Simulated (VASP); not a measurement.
A run of VASP 6.6.1:

INCAR

```
SYSTEM = In3Se
ALGO     = Fast           ! electronic algorithm
EDIFF    = 1E-6           ! SCF threshold, eV
ENCUT    = 520            ! plane-wave cutoff, eV
GGA      = CA             ! functional
ISIF     = 2              ! what is computed and relaxed
ISMEAR   = 0              ! smearing method
LASPH    = .TRUE.         ! aspherical terms in the spheres
LCHARG   = .TRUE.         ! write CHGCAR
LELF     = .TRUE.         ! ELF
LREAL    = .FALSE.        ! projectors in reciprocal space
LVHAR    = .TRUE.       
LWAVE    = .FALSE.        ! write WAVECAR
NBANDS   = 30             ! bands
NELM     = 100            ! most SCF steps
PREC     = Accurate       ! precision mode
SIGMA    = 0.1            ! smearing width, eV
```

Contents of KPOINTS:

```
k-points
0
G
  10 10 10
  0 0 0
```

The input POSCAR:

```
In3Se
1.0
    4.8898893809      0.0000000000      0.0000000000
    0.0000000000      4.8898893809      0.0000000000
    0.0000000000      0.0000000000      4.8898893809
In Se
3 1
Direct
    0.0000000000      0.5000000000      0.5000000000
    0.5000000000      0.0000000000      0.5000000000
    0.5000000000      0.5000000000      0.0000000000
    0.0000000000      0.0000000000      0.0000000000
```

Potentials or basis: VASP PAW LDA potentials, release 64 (In_d, Se).

Launch:

```bash
$ cat potpaw_LDA.64/In_d/POTCAR potpaw_LDA.64/Se/POTCAR > POTCAR
$ mpirun -np 1 vasp_std > vasp.out
```

Hardware: 1 thread of Intel(R) Xeon(R) Platinum 8488C (Sapphire Rapids), on a shared host.

Question: Estimate the wall time of this run.

Answer: It took 110 s on 1 thread of Intel(R) Xeon(R) Platinum 8488C (Sapphire Rapids), with other jobs on the host, peak memory 0.28 GiB. Counts: scf iterations 14, k points 56.
